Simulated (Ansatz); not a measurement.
**Zn: a line through a two-coordinate scan**

How does the energy of Zn (Im-3m, No. 229; 1 atom in the cell) vary with normal strain along x, at normal strain along z = 2 %?

Method: DFT PBEsol, scalar-relativistic, plane waves, PAW, in Ansatz 0.2.0.

9 further runs of the same task are left out: 9 set aside as unsound or not needed.

## 1. The structure to begin with

The structure is cubic, space group Im-3m (No. 229). Conventional cell: a = 3.060 Å, b = 3.060 Å, c = 3.060 Å, α = 90.00°, β = 90.00°, γ = 90.00°. Around Zn (site symmetry m-3m) lie 8 Zn at 2.65 Å.

Coordinates:

```
Zn
1.0
    -1.53007    1.53007    1.53007
     1.53007   -1.53007    1.53007
     1.53007    1.53007   -1.53007
Zn
1
Direct
  0.00000 0.00000 0.00000
```

It goes back to an entry of the Materials Project, which need not be the stable form.

This cell was relaxed beforehand with the same method: volume 14.33 Å³/atom, gap on the mesh none (metal).

## 2. What is varied

The energy is mapped over two homogeneous strains (x along [1 0 0], y along [0 1 0], z along [0 0 1] of the conventional cell).

- normal strain along x: 9 values from −4 to 4 %
- normal strain along z: 9 values from −4 to 4 %

Nothing else is relaxed (symmetry fixes all fractional coordinates). Energies count from the relaxed crystal. Points are written as (first, second).

## 3. Point (−4 %, 2 %)

Input file input.yaml:

```yaml
crystal:
  lattice:
    - [-1.4688715212, 1.5300745013, 1.5606759913]
    - [1.4688715212, -1.5300745013, 1.5606759913]
    - [1.4688715212, 1.5300745013, -1.5606759913]
  atoms:
    - { symbol: Zn, position: [0.0, 0.0, 0.0] }
basis:
  ecutwfc: 520.0
kpoints:
  mp_grid: { grid: [20, 20, 20] }
hamiltonian:
  xc: pbesol
scf:
  occupations: { method: gaussian, width: 0.15 }
output:
  forces: true
  stress: true
  eigenvalues: true
```

Command:

```
> ansatz run input.yaml --threads 1 --pin off --max-ram 2048MiB --backend cpu --events-out ev --progress --plain --runs-dir out
```

The session goes on with these runs: the other points of the line.

Before running it: what results should come out? Wanted: for each run, normal strain along x; energy; slope; pressure.

As calculated:

```
normal strain along x (%)  step  energy (meV/atom)  slope (meV/atom per %)  pressure (GPa)
                       −4     3               −2.8                    0.30            1.62
                       −3     –               −2.4                    0.60            0.71
                       −2     –               −1.6                    0.90           −0.17
                       −1     4               −0.5                    1.36           −0.98
                        0     5                1.1                    1.90           −1.74
                        1     6                3.3                    2.34           −2.46
                        2     7                5.8                    2.65           −3.14
                        3     –                8.5                    2.87           −3.77
                        4     –               11.5                    3.16           −4.35
```

Energies count from the relaxed crystal. Rows without a step come from runs not printed here or follow by symmetry. Slopes come from the forces (and the stress, where the cell changes), not from differences of energies.

**Reading.** The energy is lowest at the end of the line, −4 %, so the minimum along this coordinate may lie outside the range. The highest point computed, at 4 %, lies 14.4 meV/atom above the lowest. This is one cut through a surface in two coordinates; the map's lowest point lies off it.
